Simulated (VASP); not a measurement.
## BP: relaxation of cell and atoms with PBE+D3(BJ)

Crystal: BP.

```xyz
2
Lattice="0.0000 2.2661 2.2661 2.2661 0.0000 2.2661 2.2661 2.2661 0.0000" Properties=species:S:1:pos:R:3 pbc="T T T"
B     0.0000    0.0000    0.0000
P     3.3991    3.3991    3.3991
```

The cell is a database's computed one.

| Quantity | Value |
| --- | --- |
| Program | VASP 6.6.1 |
| Task | relaxation of cell and atoms |
| Functional | PBE |
| Dispersion | D3(BJ) |
| Potentials or basis | VASP PAW PBE potentials, release 64 (B, P) |
| Cutoff | 600 eV |
| k mesh | 10 × 10 × 10 |
| Occupations | gaussian, width 0.02 eV |
| Spin | no spin polarisation |
| Further INCAR settings | ALGO = Normal; EDIFF = 1e-07; IBRION = 2; EDIFFG = -0.005; NSW = 90; ISIF = 3 |

```json
{"Relaxed volume": "11.43 Å³/atom", "Relaxed cell": "a = 3.186 Å, b = 3.186 Å, c = 3.186 Å, α = 60.00°, β = 60.00°, γ = 60.00°", "Space group after relaxing (to 0.05 Å)": "F-43m (No. 216)", "Energy gained by relaxing": "1.9 meV/atom", "Ionic steps": "3", "Pressure after relaxing": "0.0 GPa", "Band gap on the k mesh": "1.21 eV, indirect (least direct gap 3.43 eV)", "Dispersion energy per atom": "-0.331 eV"}
```

Step by step:
| step | energy change (eV) | largest force (eV/Å) | pressure (GPa) | volume (Å³) |
| --- | --- | --- | --- | --- |
| 1 | 0.0000 | 0.0000 | -2.94 | 23.27 |
| 2 | -0.0017 | 0.0000 | 2.31 | 22.56 |
| 3 | -0.0038 | 0.0000 | 0.01 | 22.86 |

Final structure:
```yaml
crystal:
  lattice:
    - [0.00000, 2.25263, 2.25263]
    - [2.25263, 0.00000, 2.25263]
    - [2.25263, 2.25263, 0.00000]
  atoms:
    - { symbol: B, position: [0.00000, 0.00000, 0.00000] }
    - { symbol: P, position: [0.75000, 0.75000, 0.75000] }
```

Levels at points of the mesh, in eV from the valence-band top:
| k point | band 1 | band 2 | band 3 | band 4 | band 5 | band 6 | band 7 | band 8 |
| --- | --- | --- | --- | --- | --- | --- | --- | --- |
| (0.00, 0.00, 0.00) | -15.66 | 0.00 | 0.00 | 0.00 | 3.43 | 3.43 | 3.43 | 7.71 |
| (0.50, 0.00, 0.00) | -12.25 | -9.19 | -1.78 | -1.78 | 3.91 | 4.73 | 4.73 | 10.20 |
| (0.50, 0.50, 0.00) | -10.69 | -8.70 | -4.19 | -4.19 | 1.29 | 1.64 | 12.33 | 12.33 |

It took 21 s on 1 thread of Intel(R) Xeon(R) Platinum 8488C (Sapphire Rapids), on a shared host, peak memory 0.16 GiB.

A k mesh can miss the band edges. As with any semilocal functional, this PBE gap is likely too small.
